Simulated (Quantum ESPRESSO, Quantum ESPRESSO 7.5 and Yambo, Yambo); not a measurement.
# CdTe (F-43m): G0W0 with and without spin-orbit coupling

Aim: spinor G0W0 for CdTe (F-43m) beside the scalar-relativistic result.

Calculated with Quantum ESPRESSO 7.5 and Yambo 5.3.0; PBE and many-body steps on it, plane waves.

The database entry behind the starting cell differs from later determinations by our own check (an axis about 1.1 % short against later determinations), so it need not match the best structure at ambient conditions.

## Step 1: The starting structure

Symmetry: F-43m, No. 216, cubic system. Conventional cell: a = 6.410 Å, b = 6.410 Å, c = 6.410 Å, α = 90.00°, β = 90.00°, γ = 90.00°. Cd has 4 Te at 2.78 Å nearest. Nearest to Te lie 4 Cd at 2.78 Å. Farther neighbours and most contacts between anions are not listed.

As a file:

```cif
data_structure
_symmetry_space_group_name_H-M 'F-43m'
_symmetry_Int_Tables_number 216
_cell_length_a 6.4100
_cell_length_b 6.4100
_cell_length_c 6.4100
_cell_angle_alpha 90.000
_cell_angle_beta 90.000
_cell_angle_gamma 90.000
_cell_volume 263.37
loop_
_atom_site_label
_atom_site_type_symbol
_atom_site_symmetry_multiplicity
_atom_site_Wyckoff_symbol
_atom_site_fract_x
_atom_site_fract_y
_atom_site_fract_z
_atom_site_occupancy
Cd1 Cd 4 a 0.00000 0.00000 0.00000 1
Te1 Te 4 d 0.25000 0.25000 0.75000 1
```

The cell and positions come from the Crystallography Open Database and are kept as given unless a step says otherwise. Spin-orbit coupling is left out unless a step names it.

## Step 2: Empty states on the mesh, 4×4×4 mesh, 134 bands

This step: Quantum ESPRESSO 7.5; DFT, PBE, plane waves, norm-conserving pseudopotentials.

The sums over transitions need many empty states on a uniform mesh; this step solves for them.

pw.in reads:

```
&control
  calculation = 'nscf'
  prefix = 'x'
  outdir = 'o'
  pseudo_dir = 'pseudo'
/
&system
  ibrav = 0
  nat = 2
  ntyp = 2
  ecutwfc = 94.0
  nbnd = 134
  force_symmorphic = .true.
/
&electrons
  conv_thr = 1e-9
  electron_maxstep = 80
  diago_full_acc = .true.
  diago_thr_init = 5e-6
/
ATOMIC_SPECIES
  Cd 112.41 Cd.upf
  Te 127.6 Te.upf
CELL_PARAMETERS angstrom
  -0.0000000000 3.2050000000 3.2050000000
  3.2050000000 -0.0000000000 3.2050000000
  3.2050000000 3.2050000000 -0.0000000000
ATOMIC_POSITIONS crystal
  Cd 0.0000000000 0.0000000000 0.0000000000
  Te 0.2500000000 0.2500000000 0.2500000000
K_POINTS automatic
  4 4 4 0 0 0
```

Started as:

```console
$ OMP_NUM_THREADS=1 mpirun -n 4 pw.x -nk 4 -in pw.in > pw.out
```

Output:

```text
Program PWSCF v.7.5 starts

     This program is part of the open-source Quantum ESPRESSO suite
     for quantum simulation of materials; please cite
         "P. Giannozzi et al., J. Phys.:Condens. Matter 21 395502 (2009);
         "P. Giannozzi et al., J. Phys.:Condens. Matter 29 465901 (2017);
         "P. Giannozzi et al., J. Chem. Phys. 152 154105 (2020);
     in publications or presentations arising from this work. More details at

     Atomic positions and unit cell read from directory:
     o/x.save/

     Message from routine setup:
[...]
51.3289  52.1754  52.1754  52.7019  54.1226  54.1226  55.0769  55.3052
     [... 5 further rows ...]
    77.0799  77.8878  77.8878  78.4464  79.6593  79.6593  79.7909  80.0070
    80.5722  80.5722  80.9570  80.9570  81.9956  81.9956

          k = 0.3536 0.0000 0.0000 (  6843 PWs)   bands (ev):

     [... further k-points ...]

     highest occupied, lowest unoccupied level (ev):     8.7674    9.6374

     XML data file, pseudopotentials, collected wavefunctions

=------------------------------------------------------------------------------=
   JOB DONE.
=------------------------------------------------------------------------------=
```

Wall time 22 s (4 MPI ranks of Arm Neoverse V1, shared host); peak memory 0.54 GiB; 87 s of CPU time.

This step gave:

```yaml
gap: 0.8701 eV
k_of_the_valence_top: 0, 0, 0
k_of_the_conduction_bottom: 0, 0, 0
least_direct_gap: 0.8701 eV
k_points_computed: 8
lowest_point_of_the_top_converged_band_above_the_valence_top: 71.0536 eV
```

On this mesh the gap is 0.870 eV.

The density comes from a self-consistent run that is not shown.

## Step 3: Conversion and set-up

This step: Yambo 5.3.0; conversion and set-up on PBE, plane waves, norm-conserving pseudopotentials.

The states are converted to the many-body program's format and the q mesh is built.

Started as:

```console
$ (cd o/x.save; p2y > p2y.log; mv SAVE ../..); yambo > setup.log
```

Output:

```text
 Yambo, version 5.3.0

 [02] CORE Variables Setup
 =========================

  [02.01] Unit cells
  ==================

  Cell kind             :  FCC
  Atoms in the cell     :  Cd  Te
  number of Cd atoms    :  1
  number of Te atoms    :  1

  List of atomic masses
  Mass of Cd    :  112.4100
  Mass of Te    :  127.6000

  List of atomic coordinates    : [cc]
  Cd1       :  0.000000  0.000000  0.000000  order 1
  Te1       :  3.028286  3.028286  3.028286  order 2

  Alat factors          :  6.056572  6.056572  6.056572 [a.u.]
  Direct lattice volume :  444.3352 [a.u.]
[...]
==========================================

 IBZ Q-points                                      :   8
 BZ  Q-points                                      :   64

 K/Q-points units:
 rlu = crystal or reduced units; cc = cartesian coordinates; iku = interal k-units

 Q [1]          [rlu]:  0.000000  0.000000  0.000000
 Q [2]          [rlu]: -0.91950E-18 -0.91950E-18  0.25000
 Q [3]          [rlu]:  0.18390E-17  0.18390E-17 -0.50000
[...]
Q [7]          [rlu]: -0.18782E-16 -0.50000     -0.50000
 Q [8]          [rlu]:  0.250000 -0.500000 -0.250000

  [03.01] X indexes
  =================

   [03.01.01] Sigma indexes
   ========================

 [06] Game Over & Game summary
```

Elapsed: 3.5 s, on 1 MPI rank; peak memory 0.26 GiB.

## Step 4: Scalar-relativistic

Now the one-shot GW correction: screening in the RPA, then the self-energy of the levels asked for.

This step: G0W0 on PBE, plane waves, norm-conserving pseudopotentials.

gw1.in reads:

```
HF_and_locXC
gw0
dyson
ppa
em1d
rim_cut
RandQpts= 1000000
RandGvec= 1 RL
EXXRLvcs= 94 Ry
VXCRLvcs= 376 Ry
Chimod= "HARTREE"
% BndsRnXp
 1 | 134 |
%
NGsBlkXp= 11.5 Ry
% LongDrXp
 1 | 1 | 1 |
%
% GbndRnge
 1 | 134 |
%
DysSolver= "n"
ExtendOut
PPAPntXp= 27.21138 eV
% QPkrange
 1 | 1 | 21 | 24 |
%
```

Started as:

```console
$ OMP_NUM_THREADS=1 mpirun -n 4 yambo -F gw1.in -J gw1 -C gw1 > gw1.log
```

Output:

```text
 Yambo, version 5.3.0

 [02] CORE Variables Setup
 =========================

  [... cell, symmetries and grids as in the set-up ...]

  [02.05] Energies & Occupations
  ==============================

  [X] === General ===
  [X] Electronic Temperature                        :  0.000000  0.000000 [eV K]
  [X] Bosonic    Temperature                        :  0.000000  0.000000 [eV K]
  [X] Finite Temperature mode                       : no
  [X] El. density                                   :  0.66825E+24 [cm-3]
  [X] Fermi Level                                   :  8.767355 [eV]

  [X] === Gaps and Widths ===
  [X] Conduction Band Min                           :  0.870059 [eV]
  [X] Valence Band Max                              :  0.000000 [eV]
  [X] Filled Bands                                  :  22
  [X] Empty Bands                                   :   23  134
  [X] Direct Gap                                    :  0.870059 [eV]
  [X] Direct Gap localized at k                     :  1
  [X] Indirect Gap                                  :  0.870059 [eV]
  [X] Indirect Gap between kpts                     :  1  1
  [X] Last valence band width                       :  2.333765 [eV]
  [X] 1st conduction band width                     :  3.502416 [eV]

 [03] Transferred momenta grid and indexing
 ==========================================

 IBZ Q-points                                      :   8
 BZ  Q-points                                      :   64

 K/Q-points units:
 rlu = crystal or reduced units; cc = cartesian coordinates; iku = interal k-units

 Q [1]          [rlu]:  0.000000  0.000000  0.000000
 Q [2]          [rlu]: -0.91950E-18 -0.91950E-18  0.25000
 Q [3]          [rlu]:  0.18390E-17  0.18390E-17 -0.50000
 Q [4]          [rlu]:  0.93911E-17  0.25000      0.25000
 Q [5]          [rlu]:  0.54592E-16  0.25000      0.50000
 Q [6]          [rlu]:  0.18390E-17  0.25000     -0.25000
 Q [7]          [rlu]: -0.18782E-16 -0.50000     -0.50000
 Q [8]          [rlu]:  0.250000 -0.500000 -0.250000

 [04] Coloumb potential Random Integration (RIM)
 ===============================================

  [04.01] RIM initialization
  ==========================

  * Diagonal components only detected *

  8 x (sBL volume)        :  0.069781 [a.u.]
  sBZ random points       :  1000000
  Points outside the sBZ  :   7999624
  RL volume               :  0.558250 [a.u.]
  Integrated volume       :  0.558276 [a.u.]

  [04.02] RIM integrals
  =====================

  Gamma point sphere radius             :  0.074679 [a.u.]
  Points outside the sphere             :   799635
  [Int_sBZ(q=0) 1/q^2]*(Vol_sBZ)^(-1/3) =:  7.763403
                                 should be <:  7.795600

  Summary of Coulomb integrals for non-metallic bands |Q|[au] RIM/Bare

  Q [1] 0.100000E-4 0.995870 * Q [2] 0.224607 1.063761
  Q [4] 0.259354 1.062979 * Q [6] 0.366782 1.026387
  Q [5] 0.430090 1.018651 * Q [3] 0.449214 1.016906
  Q [7] 0.518708 1.013309 * Q [8] 0.579933 1.010246

 [05] Dipoles
 ============

  [05.01] Setup: observables and procedures
  =========================================

 [06] Dynamic Dielectric Matrix (PPA)
 ====================================

 [WR./gw1//ndb.pp]---------------------------------------------------------------
  Brillouin Zone Q/K grids (IBZ/BZ)                :    8   64    8   64
  RL vectors                                       :   8099 [WF]
  Coulomb cutoff potential                         : none
  Electronic Temperature                           :  0.000000 [K]
  Bosonic    Temperature                           :  0.000000 [K]
  PPA    diel. fun.  energies                      : Perdew, Burke & Ernzerhof(X)+Perdew, Burke & Ernzerhof(C)
  wavefunctions                                    : Perdew, Burke & Ernzerhof(X)+Perdew, Burke & Ernzerhof(C)
  Global Gauge                                     : length
  X matrix size                                    :   339
  X band range                                     :    1  134
  X e/h energy range                               : -1.000000 -1.000000 [eV]
  X Time ordering                                  : R
  X Hxc Kernel                                     : HARTREE
  X Drude frequency                                :  0.000000  0.000000
  X poles                                          :  100.0000 [o/o]
  RL vectors in the sum                            :   8099
  [r,Vnl] included                                 : yes
  Field direction                                  :  0.577350E-5  0.577350E-5  0.577350E-5
  BZ energy Double Grid                            : no
  BZ energy DbGd points                            : 0
  BZ Q point size factor                           : -1.000000
  X Optical Averaged directions                    : none

 [07] Local Exchange-Correlation + Non-Local Fock
 ================================================

 [VXC] Plane waves :   54769
 [EXS] Plane waves :   6879

 QP @ state[ 1 ] K range:  1  1
 QP @ state[ 1 ] b range:  21  24

 [xc] Functional : Perdew, Burke & Ernzerhof(X)+Perdew, Burke & Ernzerhof(C)
 [xc] LIBXC used to calculate xc functional
  PP Number of Atomic Species                      :  2
  NLCC RL compoments                               :   54769
  PP Number of Atomic Species                      :  2
  NLCC RL compoments                               :   54769

 [xc] E_xc :  -35.76984 [Ha]
      E_xc :  -71.53968 [Ry]

  Local XC kind (lXC) : Perdew, Burke & Ernzerhof(X)+Perdew, Burke & Ernzerhof(C)
  Non-Local XC kind (nlXC) : Hartree-Fock

  Corrections @ K [1] :  [eV]
 <21|nlXC|21> = -16.53374  0.24943E-19 <21|lXC|21> = -14.60577  0.11739E-20
 <22|nlXC|22> = -16.53372 -0.14325E-18 <22|lXC|22> = -14.60577 -0.47206E-16
 <23|nlXC|23> = -8.184634 -0.56306E-18 <23|lXC|23> = -12.06425  0.37763E-15
 <24|nlXC|24> = -6.083436 -0.25425E-17 <24|lXC|24> = -10.27494  0.28315E-15

 [08] Dyson equation: Newton solver
 ==================================

  [08.01] G0W0 (W PPA)
  ====================

  [  GW  ] Bands range     :    1  134
  [GW/PPA] G damping       :  0.100000 [eV]

  QP @ state[ 1 ] K range:  1  1
  QP @ state[ 1 ] b range:  21  24

   Sc/G bands                                       :    1  134
   Sc/G damping                                     :  0.100000 ev
   Sc bands terminator                              : no
   Sx RL components                                 :   6879

   QP @ state[ 1 ] K range                          :  1  1
   QP @ state[ 1 ] b range                          :  21  24
   GF energies kind                                 : Perdew, Burke & Ernzerhof(X)+Perdew, Burke & Ernzerhof(C)
   GF WF`s kind                                     : Perdew, Burke & Ernzerhof(X)+Perdew, Burke & Ernzerhof(C)
   Xs energies kind                                 : Perdew, Burke & Ernzerhof(X)+Perdew, Burke & Ernzerhof(C)
   Xs WF`s kind                                     : Perdew, Burke & Ernzerhof(X)+Perdew, Burke & Ernzerhof(C)

 [11] Game Over & Game summary
```

Run time: 4.3 min. Hardware: 4 MPI ranks; peak memory 2.4 GiB.

Numbers from this step:

```
G0W0 gap on the points computed              : 1.657 eV
starting gap on the mesh                     : 0.8701 eV
k of the valence top                         : 0, 0, 0
k of the conduction bottom                   : 0, 0, 0
least direct G0W0 gap on the computed points : 1.657 eV
Z at the valence top                         : 0.8020
Z at the conduction bottom                   : 0.8134
```

The gap on the mesh goes from 0.87 eV to 1.66 eV, a correction of +0.79 eV.

## Step 5: Empty states on the mesh, 4×4×4 mesh, 268 bands

This step: Quantum ESPRESSO 7.5; DFT, PBE with spin-orbit coupling, plane waves, norm-conserving pseudopotentials.

Edit pw.in of step 2 so:

```diff
@@ -11,4 +11,6 @@
   ecutwfc = 94.0
-  nbnd = 134
+  nbnd = 268
   force_symmorphic = .true.
+  noncolin = .true.
+  lspinorb = .true.
 /
```

Started as:

```console
$ OMP_NUM_THREADS=1 mpirun -n 4 pw.x -nk 4 -in pw.in > pw.out
```

Output:

```text
[banner, memory and clock lines left out]
Program PWSCF v.7.5 starts

     Atomic positions and unit cell read from directory:
     o/x.save/

     Message from routine setup:
     using ibrav=0 with symmetry is DISCOURAGED, use correct ibrav instead

     G-vector sticks info

     bravais-lattice index     =            0
     lattice parameter (alat)  =       8.5653  a.u.
     unit-cell volume          =     444.3352 (a.u.)^3
     number of atoms/cell      =            2
     number of atomic types    =            2
     number of electrons       =        44.00
[...]
83.8515  83.8598  83.9939  83.9939

          k =-0.3536-0.3536 0.3536 (  6850 PWs)   bands (ev):

  -149.8567-149.8567-106.6752-106.6752 -96.9680 -96.9680 -96.9680 -96.9680
[...]
27.9422  27.9422  27.9771  27.9771  29.4361  29.4361  30.5263  30.5263
     [... 22 further rows ...]
    81.5976  81.5976  81.7996  81.7996  82.3225  82.3225  83.5599  83.5599
    83.9164  83.9164  83.9207  83.9207

          k = 0.3536 0.0000 0.0000 (  6843 PWs)   bands (ev):

     [... further k-points ...]

     highest occupied, lowest unoccupied level (ev):     9.0544    9.6561

     XML data file, pseudopotentials, collected wavefunctions
```

Elapsed: 2.1 min, on 4 MPI ranks; peak memory 1.5 GiB.

Numbers from this step:

- gap: 0.6017 eV
- k of the valence top: 0, 0, 0
- k of the conduction bottom: 0, 0, 0
- least direct gap: 0.6017 eV
- k points computed: 8
- lowest point of the top converged band, above the valence top: 72.4464 eV

On this mesh the gap is 0.602 eV.

The density comes from a self-consistent run that is not shown, made with spin-orbit coupling and fully relativistic files.

[end of part 1 of 2]

[Paths, hosts, dates, memory and timing lines, banners, echoed tables and standing remarks are left out of the program output.]

[Logs are printed without paths, hosts, clocks, repeated set-up lines and the standing remarks that a program may print on its own settings, such as how far it seeks lower states.]

[Runs of the session that timed out or met a known fault of the program may be left out.]

[Hosts, paths, dates, database ids (printed as entryN), source tags and the programs' standing remarks are cut or masked in the printed files.]
